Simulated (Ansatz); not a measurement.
# CdS: the cell at several levels of theory

An exercise on one series of results from a longer session: the logs are not shown, and one member is left open.

Program: Ansatz 0.2.0. PAW datasets, plane waves, zero pressure. Spin-unpolarised throughout; all numbers are computed.

## The structure to begin with

The symmetry is P6_3mc (No. 186, hexagonal); a = 4.169 Å, c = 6.780 Å in the conventional setting, 25.51 Å³ an atom. Around Cd lie 4 S at 2.55 Å; around S lie 4 Cd at 2.55 Å.

The structure in full:

```
CELL_PARAMETERS angstrom
4.16884 0.00000 0.00000
-2.08442 3.61032 0.00000
0.00000 0.00000 6.77962
ATOMIC_POSITIONS crystal
Cd 0.66667 0.33333 0.50022
Cd 0.33333 0.66667 0.00022
S 0.66667 0.33333 0.87678
S 0.33333 0.66667 0.37678
```

Set-up of the first run:

Contents of input.yaml:

```yaml
crystal:
  lattice:
    - [4.1688380995, 0.0, 0.0]
    - [-2.0844190498, 3.6103196984, 0.0]
    - [0.0, 0.0, 6.77961741]
  atoms:
    - { symbol: Cd, position: [0.66666667, 0.33333333, 0.50022437] }
    - { symbol: Cd, position: [0.33333333, 0.66666667, 0.00022437] }
    - { symbol: S, position: [0.66666667, 0.33333333, 0.87677563] }
    - { symbol: S, position: [0.33333333, 0.66666667, 0.37677563] }
kpoints:
  mp_grid: { grid: [6, 6, 4] }
hamiltonian:
  xc: pbe
scf:
  occupations: { method: fermi_dirac, width: 0.02 }
relax:
  f_tol: 0.005
  cell: {}
output:
  write_density: true
  write_potential: true
  elf: true
  volumetric_format: npy
```

Command:

```console
ansatz run input.yaml --threads 2 --pin off --max-ram 20275MiB --backend cpu --events-out ev --progress --plain --runs-dir out
```

Steps of the session up to this table: Relaxing with PBE; Relaxing with r2SCAN; PBEsol: cell and atoms; LDA: cell and atoms; Relaxing with HSE06.

One of the session's tables, all rows but one given; the rest of the session is left out.

| level | a (Å) | c (Å) | volume (Å³/atom) |
| --- | --- | --- | --- |
| PBE | 4.197 | 6.831 | 26.054 |
| r2SCAN | 4.165 | 6.766 | 25.407 |
| PBEsol | ? | ? | ? |
| LDA | 4.075 | 6.636 | 23.852 |
| HSE06 | 4.170 | 6.773 | 25.501 |

**Question.** Estimate the row for PBEsol.

As computed: a (Å): 4.125; c (Å): 6.709; volume (Å³/atom): 24.719. In the column «a (Å)» it lies between LDA (4.075) and r2SCAN (4.165).

Limits of these values: The calculation is for a static lattice, without the thermal expansion and zero-point motion that a measured cell holds.
